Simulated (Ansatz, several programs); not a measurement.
LiCl built on the CsCl prototype, relaxed with PBE in Ansatz (plane waves, PAW): the symmetry is Pm-3m (No. 221, cubic); conventional cell a = 3.281 Å, 17.66 Å³ an atom. Li has 8 Cl at 2.84 Å; Cl has 8 Li at 2.84 Å. The cell was then scaled with its shape and fractional coordinates held. Simulation only: spin-unpolarised, and no claim that this is the phase found in nature.

| V (Å³/atom) | E (meV/atom) |
| --- | --- |
| 16.601 | 7.20 |
| 17.131 | 1.74 |
| 17.661 | 0.00 |
| 18.720 | 5.54 |

(1) Pass a cubic E = c₀ + c₁u + c₂u² + c₃u³, with u = V − 17.528 Å³, through these points.

(2) Where is the minimum, and what bulk modulus follows?

(3) Predict the energy and the pressure at the withheld volume, 18.190 Å³.

Answers

(1) c₀ = 0.12, c₁ = -1.649, c₂ = 5.912, c₃ = -0.5962 (meV and Å³).

(2) dE/du = 0 at u = +0.143, so V₀ = 17.67 Å³. B = V₀ d²E/dV² = 17.67 × (2c₂ + 6c₃u) = 17.67 × 11.313 = 200 meV/Å³, and 1 meV/Å³ is 0.16022 GPa: 32 GPa. A third-order Birch-Murnaghan fit to all five points gives 17.67 Å³ and 32 GPa.

(3) With u = +0.662: E ≈ 1.45 meV and P = −dE/dV ≈ -0.86 GPa. The run gives 1.43 meV and, from its stress, -0.86 GPa.
